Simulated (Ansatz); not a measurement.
# CuO (Tenorite) (C2/c) in Ansatz: reference runs

How does CuO (Tenorite) come out in PBEsol? The cell is run as given and disturbed.

Program: Ansatz 0.2.0. These are calculated values, not measurements. Logs are shortened: lines on timing, memory, paths and dates and some standing lists are left out, and cuts for length are marked.

## Step 1: The crystal as given

The structure is monoclinic, space group C2/c (No. 15). The conventional cell has a = 4.684 Å, b = 3.423 Å, c = 5.129 Å, α = 90.00°, β = 99.54°, γ = 90.00°. Cu (site symmetry -1) is surrounded by 4 O at 1.95 to 1.96 Å. Around O (site symmetry 2) lie 4 Cu at 1.95 to 1.96 Å.

## Step 2: Single point, PBEsol

Input file input.yaml:

```yaml
crystal:
  lattice:
    - [2.34185, -1.7113, 0.0]
    - [2.34185, 1.7113, 0.0]
    - [-0.8500274268, 0.0, 5.0578693947]
  atoms:
    - { symbol: Cu, position: [0.5, 0.0, 0.5] }
    - { symbol: Cu, position: [0.0, 0.5, 0.0] }
    - { symbol: O, position: [0.4184, 0.5816, 0.75] }
    - { symbol: O, position: [0.5816, 0.4184, 0.25] }
hamiltonian:
  xc: pbesol
  pseudopotentials: { kind: paw }
kpoints:
  mp_grid: { grid: [10, 10, 5] }
scf:
  occupations: { method: fermi_dirac, width: 0.05 }
output:
  forces: true
  stress: true
  eigenvalues: true
```

Potentials or basis: Ansatz PAW.

On the command line:

```bash
> ansatz run input.yaml --threads 2 --pin off --max-ram 5632MiB --backend cpu --events-out ev --progress --plain --runs-dir out
```

The program printed:

```text
Warning: RAYON_NUM_THREADS=2 ignored (pool sized by the plan → 2); use --threads N
Engine: ansatz 0.2.0, aarch64-unknown-linux-gnu
Pseudopotentials: kind: paw
Pseudopotential: Cu, paw, valence charge 19, recommended cutoff 420 eV (normal), Cu.paw.azcp
Pseudopotential: O, paw, valence charge 6, recommended cutoff 420 eV (normal), O.paw.azcp
Functional definition: PBEsol
  exchange = pbesol_x
  correlation = pbesol_c
Crystal: 4 atoms, lattice volume = 40.540 Å³
Basis set: ecut = 420 eV, 787 PW (Γ), exchange–correlation on 40×40×72 points (8 copies of the dense FFT grid, shifted against one another)
Bands: 30, of which v1, the nominal top of the filled ones, is band 25 counted from 1 (24 counted from 0)
Symmetry: 4 space group operations
Space group: C2/c (ITA 15), of the structure as read, at distance tolerance 3.4e-5 Å
k-points: 141 of 500
Non-local potential: Cu, projectors of the file, l = 0: 3, l = 1: 2, l = 2: 3, l = 3: 1
Non-local potential: O, projectors of the file, l = 0: 2, l = 1: 2, l = 2: 1
PAW form: soft (Blöchl's): semilocal exchange-correlation on the pseudo side does not see the compensation charge
PAW frozen core: Cu, regenerated for the run's functional, and the local potential with it (the file was generated under x = pbe(κ = 0.804, μ = 0.2195149727645171), c = pbe(β = 0.06672455060314922))
PAW frozen core: O, regenerated for the run's functional, and the local potential with it (the file was generated under x = pbe(κ = 0.804, μ = 0.2195149727645171), c = pbe(β = 0.06672455060314922))
PAW one-centre angular grid: Cu, 590 points (default); XC on 64 Gauss nodes
PAW one-centre angular grid: O, 110 points (default); XC on 64 Gauss nodes
Initial density: superposition of atomic densities (neutral atoms: chi_scale 0, normalization atom), corrected by the library's trained network
Initial wavefunctions: pseudopotential atomic-orbital guess
Functional: x = pbesol(κ = 0.804, μ = 0.12345679012345678), c = pbesol(β = 0.046)
SCF iter   1: F=—  HF=-14296.443852 eV  |F-HF|=—  |Δ(HF+E_count)|=         —  Δρ=1.92e-2  dr2=9.62e-2  ethr=1.77e-3  ⟨swp⟩=5.8  Hψ=14715  notcnv=0
preconditioner: auto → Kerker (q_TF=auto, 2.825 Å⁻¹)  [metal: Δε(μ)=0.011 eV  Ē_g=11.113 eV  σ=0.050 eV  W_gap=0.05  n_scr=20 (ndim 8)  ℏωp=34.0 eV  f_vac=0.000  D(μ)=2.31/eV (n_scr^D=26)]
SCF iter   2: F=—  HF=-14296.417747 eV  |F-HF|=—  |Δ(HF+E_count)|=   2.61e-2  Δρ=7.55e-3  dr2=1.99e-2  ethr=1.92e-4  ⟨swp⟩=2.4  Hψ=7940  notcnv=0
SCF iter   3: F=—  HF=-14296.413223 eV  |F-HF|=—  |Δ(HF+E_count)|=   4.52e-3  Δρ=2.71e-3  dr2=2.53e-3  ethr=3.99e-5  ⟨swp⟩=2.4  Hψ=6856  notcnv=0
SCF iter   4: F=—  HF=-14296.412629 eV  |F-HF|=—  |Δ(HF+E_count)|=   5.94e-4  Δρ=9.08e-4  dr2=2.36e-4  ethr=5.07e-6  ⟨swp⟩=2.9  Hψ=7290  notcnv=0
SCF iter   5: F=—  HF=-14296.412636 eV  |F-HF|=—  |Δ(HF+E_count)|=   7.13e-6  Δρ=2.05e-4  dr2=1.75e-5  ethr=4.72e-7  ⟨swp⟩=2.3  Hψ=5764  notcnv=0
SCF iter   6: F=—  HF=-14296.412639 eV  |F-HF|=—  |Δ(HF+E_count)|=   2.16e-6  Δρ=4.95e-5  dr2=7.27e-7  ethr=3.51e-8  ⟨swp⟩=2.2  Hψ=6289  notcnv=0
SCF iter   7: F=—  HF=-14296.412639 eV  |F-HF|=—  |Δ(HF+E_count)|=   1.72e-7  Δρ=2.45e-5  dr2=2.38e-7  ethr=2.00e-10  ⟨swp⟩=5.0  Hψ=17875  notcnv=0
SCF iter   8: F=-14296.412639 eV  HF=-14296.412639 eV  |F-HF|=1.49e-8  |Δ(HF+E_count)|=   2.27e-9  Δρ=6.42e-6  dr2=1.36e-8  ethr=2.00e-10  ⟨swp⟩=4.1  Hψ=15323  notcnv=0
SCF 1 converged in 8 iterations: F = -14296.412639 eV  dr2 = 1.36e-8
SCF converged after 8 iterations
Free energy (F): -14296.412639 eV
Harris-Foulkes:  -14296.412639 eV  (|F-HF|=1.49e-8)
Internal energy: -14296.393353 eV  (E = F + TS)
E sigma→0 (E₀):  -14296.402996 eV
Entropy (-TS):   -0.019286 eV (-4.821 meV/atom)
Fermi energy:    12.080890 eV
--- Per-component energies (eV) ---
  E_band       = -859.135324
  E_kinetic    = 941.430907
  E_local      = -9658.577658  (includes V_loc(G=0)·N_el)
  E_nonlocal   = 883.103619
  E_hartree    = 4177.201550
  E_xc         = -320.537306
  E_vxc        = -413.569450  (∫ρ·V_xc dr)
  E_paw        = -3555.175008  (= ΣΔE_a)
  E_vpaw       = -965.941083  (= ΣTr[D̂ρ^β])
  E_aug_tail   = 0.005496  (compensation charges beyond the density's cutoff)
  E_ewald      = -6764.327933
  E_core_change = 0.482980  (= ΣΔE_core)
  E_smearing   = -0.019286  (= −TS)
  E_closure    = 0.000000  (closes the sum)
  Σ components = -14296.412639   (vs F -14296.412639, Δ=0.00e0)
--- Forces (eV/Å), atoms counted from 1 ---
  atom   1  Cu     0.00000000     0.00000000     0.00000000
  atom   2  Cu     0.00000000     0.00000000     0.00000000
  atom   3  O     -0.00000000    -0.36189530    -0.00000000
  atom   4  O      0.00000000     0.36189530     0.00000000
  max |Σ_I F_I| component: 1.26e-29 eV/Å
--- Stress (GPa, compression-positive) ---
       -3.294194      -0.000000      -0.518798
       -0.000000      -0.205026      -0.000000
       -0.518813      -0.000000      -4.648297
  P = ⅓ Tr σ = -2.7158 GPa (-27.158 kbar)
--- Band table (eV; the first three rows and the last of 141) ---
  k-point 0: bands = ["-100.1754", "-100.1748", "-57.8638", "-57.8636", "-57.8288", "-57.8200", "-57.4150", "-57.4145", "-7.8360", "-6.4672", "3.8081", "6.4628", "6.8674", "8.7495", "8.9409", "8.9434", "9.0046", "9.1095", "9.3754", "9.4754", "9.7076", "9.8816", "9.9396", "10.4438", "12.2949", "13.0303", "13.7158", "17.9420", "20.1532", "25.2795"]
  k-point 1: bands = ["-100.1754", "-100.1748", "-57.8637", "-57.8636", "-57.8280", "-57.8209", "-57.4149", "-57.4145", "-7.7261", "-6.6253", "4.1944", "6.5442", "6.8968", "8.1372", "8.4069", "8.4747", "9.1183", "9.3105", "9.5751", "9.5902", "9.8109", "10.0011", "10.1799", "10.3357", "12.2622", "12.8728", "14.2507", "17.4208", "20.9586", "25.3189"]
  k-point 2: bands = ["-100.1752", "-100.1750", "-57.8637", "-57.8636", "-57.8258", "-57.8231", "-57.4148", "-57.4146", "-7.4218", "-7.0052", "5.2356", "6.6436", "6.7506", "6.9416", "8.0328", "8.0951", "9.2812", "9.3781", "9.6557", "9.7265", "9.7798", "9.9963", "10.4558", "10.5682", "12.2262", "12.4980", "15.3533", "16.4644", "22.6405", "24.5684"]
  k-point 140: bands = ["-100.1738", "-100.1737", "-57.8773", "-57.8760", "-57.8250", "-57.8231", "-57.4236", "-57.4227", "-6.3967", "-6.2836", "5.1508", "5.6642", "6.3733", "6.4577", "6.8417", "7.2375", "9.2385", "9.5355", "9.8401", "9.8617", "10.3579", "10.3692", "10.7594", "10.8489", "11.3859", "12.0323", "16.5873", "17.7637", "20.6196", "21.3262"]
```

Wall time 4.8 s (2 threads of Arm Neoverse V1, shared host); peak memory 0.4 GiB.

Results:

| Item | Value |
| --- | --- |
| Free energy | -14296.4126 eV |
| Pressure | -2.7 GPa |
| Largest force | 0.362 eV/Å |
| Band gap on the k mesh | none (metal or under the smearing width) |

Forces on the atoms (eV/Å):
```
Cu   0.000  0.000  0.000
Cu   0.000  0.000  0.000
O    0.000 -0.362  0.000
O    0.000  0.362  0.000
```

Stress tensor (GPa, compression positive):
```
-3.29  0.00 -0.52
 0.00 -0.21  0.00
-0.52  0.00 -4.65
```

Caveat: the pressure holds a Pulay correction of +0.8 GPa for the finite cutoff; the run has no spin polarisation, though such a crystal can be magnetic; semilocal functionals often make such compounds metallic where correlation or magnetic order opens a gap, which also shifts bond lengths; the PAW data sets come from PBE, with cores solved anew for the run's functional, which leaves a small shift of forces and pressure.

## Step 3: Single point, PBEsol (atoms moved at random, drawn with an rms of 0.05 Å)

Input file input.yaml:

```yaml
crystal:
  lattice:
    - [2.34185, -1.7113, 0.0]
    - [2.34185, 1.7113, 0.0]
    - [-0.8500274268, 0.0, 5.0578693947]
  atoms:
    - { symbol: Cu, position: [0.506306, -0.008913, 0.500046] }
    - { symbol: Cu, position: [-0.00305, 0.511865, 0.007766] }
    - { symbol: O, position: [0.412581, 0.582175, 0.754304] }
    - { symbol: O, position: [0.579359, 0.409346, 0.251624] }
hamiltonian:
  xc: pbesol
  pseudopotentials: { kind: paw }
kpoints:
  mp_grid: { grid: [10, 10, 5] }
scf:
  occupations: { method: fermi_dirac, width: 0.05 }
output:
  forces: true
  stress: true
  eigenvalues: true
  write_density: true
  write_potential: true
  elf: true
  volumetric_format: npy
```

Potentials or basis: Ansatz PAW.

On the command line:

```bash
> ansatz run input.yaml --threads 2 --pin off --max-ram 5632MiB --backend cpu --events-out ev --progress --plain --runs-dir out
```

The program printed:

```text
Warning: RAYON_NUM_THREADS=2 ignored (pool sized by the plan → 2); use --threads N
[... 7 set-up lines as earlier in the session ...]
Crystal: 4 atoms, lattice volume = 40.540 Å³
Basis set: ecut = 420 eV, 787 PW (Γ), exchange–correlation on 40×40×72 points (8 copies of the dense FFT grid, shifted against one another)
Bands: 30, of which v1, the nominal top of the filled ones, is band 25 counted from 1 (24 counted from 0)
Symmetry: 1 space group operations
Space group: P1 (ITA 1), of the structure as read, at distance tolerance 3.4e-5 Å
k-points: 252 of 500 (time reversal used)
[... 10 set-up lines as earlier in the session ...]
SCF iter   1: F=—  HF=-14296.422191 eV  |F-HF|=—  |Δ(HF+E_count)|=         —  Δρ=1.92e-2  dr2=9.69e-2  ethr=1.77e-3  ⟨swp⟩=5.8  Hψ=26226  notcnv=0
preconditioner: auto → Kerker (q_TF=auto, 2.825 Å⁻¹)  [metal: Δε(μ)=0.011 eV  Ē_g=11.104 eV  σ=0.050 eV  W_gap=0.06  n_scr=20 (ndim 8)  ℏωp=34.0 eV  f_vac=0.000  D(μ)=2.29/eV (n_scr^D=22)]
SCF iter   2: F=—  HF=-14296.396083 eV  |F-HF|=—  |Δ(HF+E_count)|=   2.61e-2  Δρ=7.57e-3  dr2=2.01e-2  ethr=1.94e-4  ⟨swp⟩=2.5  Hψ=14199  notcnv=0
SCF iter   3: F=—  HF=-14296.391551 eV  |F-HF|=—  |Δ(HF+E_count)|=   4.53e-3  Δρ=2.72e-3  dr2=2.58e-3  ethr=4.02e-5  ⟨swp⟩=2.5  Hψ=12306  notcnv=0
SCF iter   4: F=—  HF=-14296.390957 eV  |F-HF|=—  |Δ(HF+E_count)|=   5.95e-4  Δρ=9.16e-4  dr2=2.41e-4  ethr=5.16e-6  ⟨swp⟩=3.0  Hψ=13152  notcnv=0
SCF iter   5: F=—  HF=-14296.390968 eV  |F-HF|=—  |Δ(HF+E_count)|=   1.10e-5  Δρ=4.22e-4  dr2=5.99e-5  ethr=4.81e-7  ⟨swp⟩=2.5  Hψ=10649  notcnv=0
SCF iter   6: F=—  HF=-14296.390962 eV  |F-HF|=—  |Δ(HF+E_count)|=   5.61e-6  Δρ=3.10e-4  dr2=2.78e-5  ethr=1.20e-7  ⟨swp⟩=1.0  Hψ=7560  notcnv=0
SCF iter   7: F=—  HF=-14296.390961 eV  |F-HF|=—  |Δ(HF+E_count)|=   1.33e-6  Δρ=1.06e-4  dr2=3.31e-6  ethr=5.55e-8  ⟨swp⟩=1.0  Hψ=7560  notcnv=0
SCF iter   8: F=—  HF=-14296.390960 eV  |F-HF|=—  |Δ(HF+E_count)|=   3.11e-7  Δρ=2.79e-5  dr2=2.84e-7  ethr=6.61e-9  ⟨swp⟩=1.0  Hψ=7560  notcnv=0
SCF iter   9: F=-14296.390960 eV  HF=-14296.390960 eV  |F-HF|=9.33e-9  |Δ(HF+E_count)|=   2.70e-8  Δρ=4.76e-6  dr2=1.12e-8  ethr=2.00e-10  ⟨swp⟩=7.1  Hψ=45474  notcnv=0
SCF 1 converged in 9 iterations: F = -14296.390960 eV  dr2 = 1.12e-8
SCF converged after 9 iterations
Free energy (F): -14296.390960 eV
Harris-Foulkes:  -14296.390960 eV  (|F-HF|=9.33e-9)
Internal energy: -14296.371753 eV  (E = F + TS)
E sigma→0 (E₀):  -14296.381356 eV
Entropy (-TS):   -0.019208 eV (-4.802 meV/atom)
Fermi energy:    12.068256 eV
--- Per-component energies (eV) ---
  E_band       = -859.001984
  E_kinetic    = 941.335452
  E_local      = -9657.317925  (includes V_loc(G=0)·N_el)
  E_nonlocal   = 883.277253
  E_hartree    = 4176.710141
  E_xc         = -320.485428
  E_vxc        = -413.500549  (∫ρ·V_xc dr)
  E_paw        = -3555.323358  (= ΣΔE_a)
  E_vpaw       = -966.226320  (= ΣTr[D̂ρ^β])
  E_aug_tail   = 0.005490  (compensation charges beyond the density's cutoff)
  E_ewald      = -6765.056358
  E_core_change = 0.482980  (= ΣΔE_core)
  E_smearing   = -0.019208  (= −TS)
  E_closure    = -0.000000  (closes the sum)
  Σ components = -14296.390960   (vs F -14296.390960, Δ=0.00e0)
--- Forces (eV/Å), atoms counted from 1 ---
  atom   1  Cu    -0.04633041     0.13908855     0.37379172
  atom   2  Cu    -0.18842696     0.00319565    -0.32783000
  atom   3  O      0.09641399    -0.47397398    -0.09799231
  atom   4  O      0.13834310     0.33169001     0.05203135
  max |Σ_I F_I| component: 7.57e-7 eV/Å
--- Stress (GPa, compression-positive) ---
       -3.299514      -0.173893      -0.816958
       -0.173893      -0.526043      -0.436702
       -0.816969      -0.436703      -5.015621
  P = ⅓ Tr σ = -2.9471 GPa (-29.471 kbar)
--- Band table (eV; the first three rows and the last of 252) ---
  k-point 0: bands = ["-100.1877", "-100.1596", "-57.8796", "-57.8433", "-57.8418", "-57.8093", "-57.4190", "-57.4047", "-7.8357", "-6.4548", "3.8220", "6.4649", "6.8621", "8.7502", "8.8716", "8.9520", "9.0840", "9.1172", "9.3513", "9.4842", "9.7276", "9.8925", "9.9529", "10.4517", "12.2821", "13.0119", "13.6942", "17.9202", "20.1570", "25.2184"]
  k-point 1: bands = ["-100.1877", "-100.1596", "-57.8796", "-57.8433", "-57.8416", "-57.8096", "-57.4190", "-57.4047", "-7.7287", "-6.6095", "4.2054", "6.5452", "6.8925", "8.1272", "8.4199", "8.4774", "9.1301", "9.3296", "9.5530", "9.6006", "9.8195", "10.0070", "10.1947", "10.3444", "12.2500", "12.8578", "14.2328", "17.4068", "20.9502", "25.2624"]
  k-point 2: bands = ["-100.1877", "-100.1596", "-57.8796", "-57.8432", "-57.8413", "-57.8100", "-57.4190", "-57.4047", "-7.4438", "-6.9690", "5.2357", "6.6447", "6.7495", "6.9490", "8.0325", "8.1066", "9.3011", "9.3990", "9.6480", "9.7133", "9.7798", "10.0035", "10.4637", "10.5777", "12.2173", "12.4894", "15.3395", "16.4555", "22.6130", "24.5361"]
  k-point 251: bands = ["-100.1863", "-100.1582", "-57.8928", "-57.8572", "-57.8407", "-57.8085", "-57.4274", "-57.4131", "-6.4610", "-6.2029", "5.1257", "5.6785", "6.3663", "6.4445", "6.8632", "7.2764", "9.2331", "9.5430", "9.8313", "9.8736", "10.3611", "10.3743", "10.7566", "10.8491", "11.3799", "12.0281", "16.6045", "17.7806", "20.6051", "21.3234"]
```

rho_z.tsv:

```text
# z_ang	rho[e/angstrom^3]
# format = ansatz-planar-average/11
# lattice	2.341850000	-1.711300000	0.000000000
# lattice	2.341850000	1.711300000	0.000000000
# lattice	-0.850027427	0.000000000	5.057869395
# sites	4
# site	29	0.739766982	-0.881694275	2.529167359
# site	29	1.184967095	0.881174040	0.039279414
# site	8	1.688390250	0.290226212	3.815171116
# site	8	2.101511503	-0.290943247	1.272681329
0.000000	3.299002e0
0.142467	3.073829e0
0.284933	2.124775e0
0.427400	1.216120e0
0.569867	7.121551e-1
0.712333	5.464752e-1
[... 28 lines left out ...]
4.843867	1.562159e0
4.986333	2.576253e0
```

v_z.tsv:

```text
# z_ang	v_es[eV]	v_tot[eV]
# format = ansatz-planar-average/11
# xc	pbesol
# density_cutoff_ev	1680
# datasets	Cu=:simpson_from_first_knot:soft:shift=-1116002	O=:simpson_from_first_knot:soft:shift=-234619
# lattice	2.341850000	-1.711300000	0.000000000
# lattice	2.341850000	1.711300000	0.000000000
# lattice	-0.850027427	0.000000000	5.057869395
# sites	4
# site	29	0.739766982	-0.881694275	2.529167359
# site	29	1.184967095	0.881174040	0.039279414
# site	8	1.688390250	0.290226212	3.815171116
# site	8	2.101511503	-0.290943247	1.272681329
0.000000	7.741026e-1	-1.135198e1
0.142467	9.501145e-1	-1.115459e1
0.284933	1.964633e0	-9.940761e0
0.427400	3.825094e0	-7.838659e0
0.569867	6.139193e0	-5.393562e0
0.712333	7.593080e0	-3.973380e0
[... 28 lines left out ...]
4.843867	2.996319e0	-8.629014e0
4.986333	1.462241e0	-1.047536e1
```

Run time: 19 s. Hardware: 2 threads of Arm Neoverse V1, shared host; peak memory 0.48 GiB.

What came out:

```
Free energy            : -14296.3910 eV
Pressure               : -2.9 GPa
Largest force          : 0.494 eV/Å
Band gap on the k mesh : none (metal or under the smearing width)
```

Forces in eV/Å, atoms in the order of the input:
```
Cu  -0.046  0.139  0.374
Cu  -0.188  0.003 -0.328
O    0.096 -0.474 -0.098
O    0.138  0.332  0.052
```

Levels at points of the mesh, in eV from the Fermi level:
```csv
k point,band 22,band 23,band 24,band 25,band 26,band 27,band 28,band 29
"(0.00, 0.00, 0.00)",-2.18,-2.12,-1.62,0.21,0.94,1.63,5.85,8.09
"(0.00, -0.50, 0.00)",-1.57,-1.49,-1.38,-0.03,0.28,4.83,6.18,6.84
"(-0.50, 0.00, 0.00)",-1.57,-1.48,-1.37,-0.02,0.24,4.74,6.18,6.90
"(-0.50, -0.50, 0.00)",-2.09,-1.66,-1.19,-0.62,1.07,3.23,6.94,8.41
```

Caveat: the pressure holds a Pulay correction of +0.8 GPa for the finite cutoff; the run has no spin polarisation, though such a crystal can be magnetic; semilocal functionals often make such compounds metallic where correlation or magnetic order opens a gap, which also shifts bond lengths; the PAW data sets come from PBE, with cores solved anew for the run's functional, which leaves a small shift of forces and pressure.
